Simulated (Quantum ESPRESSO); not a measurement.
Runs of Quantum ESPRESSO 7.5 on AlN. The structure is hexagonal, space group P6_3mc (No. 186). The conventional cell has a = 3.113 Å, b = 3.113 Å, c = 4.981 Å, α = 90.00°, β = 90.00°, γ = 120.00°. Al (site symmetry 3m) is surrounded by 4 N at 1.89 Å. Around N (site symmetry 3m) lie 4 Al at 1.89 Å. 

| level | potentials or basis | form of the LDA correlation | pressure (GPa) | largest force (eV/Å) |
| --- | --- | --- | --- | --- |
| LDA | GBRV 1.5 LDA | PZ81 | -3.8 | (a) |
| WC | GBRV 1.5 PBE | - | 1.2 | 0.13 |
| PBEsol | GBRV 1.5 PBEsol | - | 0.6 | 0.13 |
| AM05 | GBRV 1.5 PBE | - | 1.4 | 0.13 |
| BLYP | GBRV 1.5 PBE | - | (b) | 0.11 |

Alike in all rows: task dielectric tensor; no spin polarisation; cell as given; k mesh 8 × 8 × 4, shifted; cutoff (eV) 612; smearing fermi-dirac 0.05 eV.

**Question.** Fill in the values left out.

**Answer.** (a) 0.12; (b) 8.2.

Caveats: the potentials were made for another functional, which shifts forces and pressure (some runs); the cell is more than 3 GPa from zero pressure, which shifts response properties (some runs).

Runs at the PBE level aren't shown here.
